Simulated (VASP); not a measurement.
# Ge (Fd-3m) in VASP: phonons with LDA

Aim: the phonons of Ge with LDA.

Program: VASP 6.6.1. These are calculated values, not measurements. Logs are shortened: lines on timing, memory, paths and dates and some standing lists are left out, and cuts for length are marked.

## Step 1: The crystal as given

The structure is cubic, space group Fd-3m (No. 227). The conventional cell has a = 5.617 Å, b = 5.617 Å, c = 5.617 Å, α = 90.00°, β = 90.00°, γ = 90.00°. Ge (site symmetry -43m) is surrounded by 4 Ge at 2.43 Å.

The cell was built by a generator and needn't be a form met in nature.

## Step 2: Phonons, LDA

The input, POSCAR:

```
Ge
1.0
    0.0000000000      2.8085000000      2.8085000000
    2.8085000000      0.0000000000      2.8085000000
    2.8085000000      2.8085000000      0.0000000000
Ge
2
Direct
    0.0000000000      0.0000000000      0.0000000000
    0.2500000000      0.2500000000      0.2500000000
```

The input, INCAR.step1:

```
ALGO = Normal
EDIFF = 1E-8
EDIFFG = -0.002
ENCUT = 600
GGA = CA
IBRION = 2
ISIF = 2
ISMEAR = -1
KPAR = 2
LASPH = T
LCHARG = F
LREAL = F
LWAVE = F
NELECT = 27.95259
NELM = 80
NSW = 40
PREC = Accurate
SIGMA = 0.03
```

The input, INCAR.step2:

```
ALGO = Normal
EDIFF = 1E-8
ENCUT = 600
GGA = CA
IBRION = 6
ISIF = 2
ISMEAR = -1
KPAR = 2
LASPH = T
LCHARG = F
LREAL = F
LWAVE = F
NELECT = 27.95259
NELM = 80
NFREE = 2
NSW = 1
POTIM = 0.015
PREC = Accurate
SIGMA = 0.03
```

The input, KPOINTS:

```
k-points
0
Gamma
  32 32 32
```

Potentials or basis: VASP PAW LDA potentials, release 64 (Ge_d).

Run with:

```bash
> cat potpaw_LDA.64/Ge_d/POTCAR > POTCAR
> cp INCAR.step1 INCAR
> mpirun -np 2 vasp_std > vasp.out
> cp CONTCAR POSCAR
> cp INCAR.step2 INCAR
> mpirun -np 2 vasp_std > vasp.out
```

OUTCAR:

```text
EDIFF = 1E-8
   ENCUT = 600
   GGA = CA
   IBRION = 6
   ISIF = 2
   ISMEAR = -1
   LASPH = T
   LREAL = F
   NELECT = 27.95259
   NELM = 80
   NFREE = 2
   NSW = 1
   POTIM = 0.015
   PREC = Accurate

 ion  position               nearest neighbor table
   1  0.000  0.000  0.000-   2 2.43   2 2.43   2 2.43   2 2.43
   2  0.250  0.250  0.250-   1 2.43   1 2.43   1 2.43   1 2.43

  LATTYP: Found a face centered cubic cell.
 ALAT       =     5.6170000000

  Lattice vectors:

 A1 = (   0.0000000000,   2.8085000000,   2.8085000000)
 A2 = (   2.8085000000,   0.0000000000,   2.8085000000)
 A3 = (   2.8085000000,   2.8085000000,   0.0000000000)

Analysis of symmetry for initial positions (statically):
=====================================================================
 Subroutine PRICEL returns:
 Original cell was already a primitive cell.

 Routine SETGRP: Setting up the symmetry group for a
 face centered cubic supercell.

 Subroutine GETGRP returns: Found 48 space group operations
 (whereof 24 operations were pure point group operations)
 out of a pool of 48 trial point group operations.

The static configuration has the point symmetry T_d .
 The point group associated with its full space group is O_h .

Analysis of symmetry for dynamics (positions and initial velocities):
=====================================================================
 Subroutine PRICEL returns:
 Original cell was already a primitive cell.

 Routine SETGRP: Setting up the symmetry group for a
 face centered cubic supercell.

 Subroutine GETGRP returns: Found 48 space group operations
 (whereof 24 operations were pure point group operations)
 out of a pool of 48 trial point group operations.

The dynamic configuration has the point symmetry T_d .
 The point group associated with its full space group is O_h .

 Subroutine INISYM returns: Found 48 space group operations
 (whereof 24 operations are pure point group operations),
 and found     1 'primitive' translations

----------------------------------------------------------------------------------------

                                     Primitive cell

  volume of cell :      44.3051

  direct lattice vectors                    reciprocal lattice vectors
     0.000000000  2.808500000  2.808500000    -0.178030977  0.178030977  0.178030977
     2.808500000  0.000000000  2.808500000     0.178030977 -0.178030977  0.178030977
     2.808500000  2.808500000  0.000000000     0.178030977  0.178030977 -0.178030977

  length of vectors
     3.971818790  3.971818790  3.971818790     0.308358698  0.308358698  0.308358698

  position of ions in fractional coordinates (direct lattice)
     0.000000000  0.000000000  0.000000000
     0.250000000  0.250000000  0.250000000

  ion indices of the primitive-cell ions
   primitive index   ion index
                 1           1
                 2           2

----------------------------------------------------------------------------------------

 KPOINTS: k-points

Automatic generation of k-mesh.
 Grid dimensions read from file:
 generate k-points for:   32   32   32

 Generating k-lattice:

  Cartesian coordinates                     Fractional coordinates (reciprocal lattice)
    -0.005563468  0.005563468  0.005563468     0.031250000  0.000000000  0.000000000
     0.005563468 -0.005563468  0.005563468     0.000000000  0.031250000  0.000000000
[... 55 lines left out ...]
   LASPH  =      T    aspherical Exc in radial PAW
   ENCUT  =  600.0 eV  44.10 Ry    6.64 a.u.   7.93  7.93  7.93*2*pi/ulx,y,z
   NELM   =     80;   NELMIN=  2; NELMDL=  0     # of ELM steps
   EDIFF  = 0.1E-07   stopping-criterion for ELM
   LREAL  =      F    real-space projection
   EDIFFG = 0.1E-06   stopping-criterion for IOM
   NSW    =     61    number of steps for IOM
   IBRION =      6    ionic relax: 0-MD 1-quasi-New 2-CG
   NFREE  =      2    steps in history (QN), initial steepest desc. (CG)
   ISIF   =      2    stress and relaxation
   ISYM   =      2    0-nonsym 1-usesym 2-fastsym
   POTIM  = 0.0150    time-step for ionic-motion
   TEBEG  =    0.0;   TEEND  =   0.0 temperature during run
   PSTRESS=    0.0 pullay stress
   NELECT =      27.9526    total number of electrons
   NUPDOWN=      -1.0000    fix difference up-down
   EMIN   =  10.00;   EMAX   =-10.00  energy-range for DOS
   EFERMI =   0.00;   METHOD = LEGACY
   ISMEAR =    -1;   SIGMA  =   0.03  broadening in eV -4-tet -1-fermi 0-gaus
   EFERMI_NEDOS =   21; number of points for ismear=-14 and -15
   IALGO  =     38    algorithm
   IMIX   =      4    mixing-type and parameters
     AMIX     =   0.40;   BMIX     =  1.00
     AMIX_MAG =   1.60;   BMIX_MAG =  1.00
  volume/ion in A,a.u.               =      22.15       149.49
  Fermi-wavevector in a.u.,A,eV,Ry     =   1.404099  2.653363 26.823808  1.971494
  Thomas-Fermi vector in A             =   2.526695
   LORBIT       =      0    0 simple, 1 ext, 2 COOP (PROOUT), +10 PAW based schemes
   GGA     = CA    functional components
   LHFCALC =     F    Hartree Fock is set to
   AEXX    =    0.0000 exact exchange contribution
   IVDW    =     0    specifies the selected vdW correction
   LEPSILON=     F    determine dielectric tensor
   LRPA    =     F    only Hartree local field effects (RPA)
 finite differences with symmetry
 non-spin polarized calculation
  energy-cutoff  :      600.00
  volume of cell :       44.31
 maximum number of plane-waves:      1496
   NGX = 15   NGY = 15   NGZ = 15

--------------------------------------- Ionic step        1  -------------------------------------------

 number of electron      27.9525891 magnetization

 Free energy of the ion-electron system (eV)
  ---------------------------------------------------
  ext. energy  EPLUGINS =         0.00000000
  ---------------------------------------------------
  free energy    TOTEN  =       -10.61406135 eV

  energy without entropy =      -10.61349375  energy(sigma->0) =      -10.61377755

------------------------ aborting loop because EDIFF is reached ----------------------------------------

  FORCE on cell =-STRESS in cart. coord.  units (eV):
  Direction    XX          YY          ZZ          XY          YZ          ZX
  --------------------------------------------------------------------------------------
  -------------------------------------------------------------------------------------
  Total       -0.3630563     -0.3630563     -0.3630563      0.0000000      0.0000000     -0.0000000
  in kB      -13.1289882    -13.1289882    -13.1289882      0.0000000      0.0000000     -0.0000000
  external PRESSURE =     -13.1289882 kB  Pullay stress =       0.0000000 kB
[... 59 lines left out ...]
--------------------------------------- Ionic step        3  -------------------------------------------

 number of electron      27.9525893 magnetization

 Free energy of the ion-electron system (eV)
  ---------------------------------------------------
  ext. energy  EPLUGINS =         0.00000000
  ---------------------------------------------------
  free energy    TOTEN  =       -10.61292105 eV

  energy without entropy =      -10.61235846  energy(sigma->0) =      -10.61263975

 E-fermi :   4.5113     XC(G=0): -10.3754

 val. band max:        4.5098556153   @ k =   0.0937   0.0625   0.0000
 cond. band min:       4.5122768680   @ k =   0.1250  -0.0312  -0.0312
 fundamental gap:      0.0024212527
 Fermi energy:         4.5113095159

 k-point     1 :       0.0000    0.0000    0.0000
  band No.  band energies     occupation
      1     -20.0671      2.00000
      2     -20.0642      2.00000
      3     -20.0609      2.00000
      4     -20.0253      2.00000
      5     -20.0252      2.00000
      6     -19.8053      2.00000
[... 481 lines left out ...]
      5     -19.9984      2.00000
      6     -19.8307      2.00000
[... 10 lines left out ...]
     17       8.5951      0.00000
     18       9.8528      0.00000

 [... further k-points ...]

------------------------ aborting loop because EDIFF is reached ----------------------------------------

  FORCE on cell =-STRESS in cart. coord.  units (eV):
  Direction    XX          YY          ZZ          XY          YZ          ZX
  --------------------------------------------------------------------------------------
  -------------------------------------------------------------------------------------
  Total       -0.3663196     -0.3640296     -0.3640296      0.0000000     -0.1366031      0.0000000
  in kB      -13.2469979    -13.1641867    -13.1641867      0.0000000     -4.9398957      0.0000000
  external PRESSURE =     -13.1917904 kB  Pullay stress =       0.0000000 kB
[... 17 lines left out ...]
  FREE ENERGIE OF THE ION-ELECTRON SYSTEM (eV)
  ---------------------------------------------------
  free  energy   TOTEN  =       -10.6129210511 eV

  energy  without entropy=      -10.6123584550  energy(sigma->0) =      -10.61263975

 INTERNAL STRAIN TENSORS FROM DISPLACED ATOMS
 ============================================

 INTERNAL STRAIN TENSOR FOR ION    1 for displacements in x,y,z  (eV/Angst):
          X           Y           Z          XY          YZ          ZX
  --------------------------------------------------------------------------------
  x    -0.00000     0.00000     0.00000     0.00000     9.10527     0.00000
  y    -0.00000     0.00000    -0.00000     0.00000     0.00000     9.10527
  z     0.00000     0.00000     0.00000     9.10527    -0.00000     0.00000

 INTERNAL STRAIN TENSOR FOR ION    2 for displacements in x,y,z  (eV/Angst):
          X           Y           Z          XY          YZ          ZX
  --------------------------------------------------------------------------------
  x     0.00000    -0.00000    -0.00000     0.00000    -9.10527    -0.00000
  y     0.00000    -0.00000     0.00000    -0.00000     0.00000    -9.10527
  z    -0.00000    -0.00000     0.00000    -9.10527     0.00000     0.00000

 Eigenvectors and eigenvalues of the dynamical matrix
 ----------------------------------------------------

   1 f  =    8.268227 THz    51.950800 2PiTHz  275.798352 cm-1    34.194622 meV
             X         Y         Z           dx          dy          dz
      0.000000  0.000000  0.000000     0.000000   -0.707107    0.000000
      1.404250  1.404250  1.404250     0.000000    0.707107    0.000000
[... 21 lines left out ...]
   6 f  =    0.000000 THz     0.000000 2PiTHz    0.000000 cm-1     0.000000 meV
             X         Y         Z           dx          dy          dz
      0.000000  0.000000  0.000000     0.000000    0.000000    0.707107
      1.404250  1.404250  1.404250     0.000000    0.000000    0.707107

 ELASTIC MODULI CONTR FROM IONIC RELAXATION (kBar)
 Direction    XX          YY          ZZ          XY          YZ          ZX
 --------------------------------------------------------------------------------
 XX          -0.0000      0.0000      0.0000     -0.0000      0.0000      0.0000
 YY           0.0000     -0.0000      0.0000     -0.0000     -0.0000     -0.0000
 ZZ           0.0000      0.0000     -0.0000      0.0000     -0.0000      0.0000
 XY          -0.0000     -0.0000      0.0000   -295.2253      0.0000     -0.0000
 YZ           0.0000     -0.0000     -0.0000      0.0000   -295.2253     -0.0000
 ZX           0.0000     -0.0000      0.0000     -0.0000     -0.0000   -295.2253
 --------------------------------------------------------------------------------
```

It took 28 min on 2 MPI ranks of Intel Xeon Platinum 8488C (Sapphire Rapids), shared host; peak memory 5.1 GiB.

Results:

| Quantity | Value |
| --- | --- |
| Highest phonon frequency at Γ | 276 cm⁻¹ |

Phonon frequencies in cm⁻¹ (negative: imaginary):
```tsv
q point	frequencies
(0.000, 0.000, 0.000)	0 0 0 276 276 276
```

Caveat: the cell is charged against a uniform background, so pressure and absolute levels hang on convention.
